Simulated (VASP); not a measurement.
The system is KCl (Sylvite).

```
K Cl
1.0
     0.00000    3.12700    3.12700
     3.12700    0.00000    3.12700
     3.12700    3.12700    0.00000
K Cl
1 1
Direct
  0.00000 0.00000 0.00000
  0.50000 0.50000 0.50000
```

- Program: VASP 6.6.1
- Task: relaxation of cell and atoms
- Functional: HSE06
- Potentials or basis: VASP PAW PBE potentials, release 64 (K_sv, Cl)
- Cutoff: 520 eV
- k mesh: 6 × 6 × 6
- Occupations: gaussian, width 0.03 eV
- Spin: no spin polarisation

At the start: pressure 0.9 GPa; volume 30.58 Å³/atom.

**Question.** How do energy, volume and symmetry change on relaxing?

**Answer.** Over 3 steps the energy falls by 3.5 meV/atom and the volume is 32.04 Å³/atom (+4.8 %); space group Fm-3m (No. 225, to 0.05 Å).

The path:
```tsv
step	energy change (eV)	largest force (eV/Å)	pressure (GPa)	volume (Å³)
1	0.0000	0.0000	0.87	61.15
2	-0.0056	0.0000	0.37	62.63
3	-0.0071	0.0000	-0.05	64.09
```

Final structure:
```
K Cl
1.0
     0.00000    3.17626    3.17626
     3.17626    0.00000    3.17626
     3.17626    3.17626    0.00000
K Cl
1 1
Direct
  0.00000 0.00000 0.00000
  0.50000 0.50000 0.50000
```

Caveat: the PAW data sets were made with another functional, which shifts forces and pressure a little.
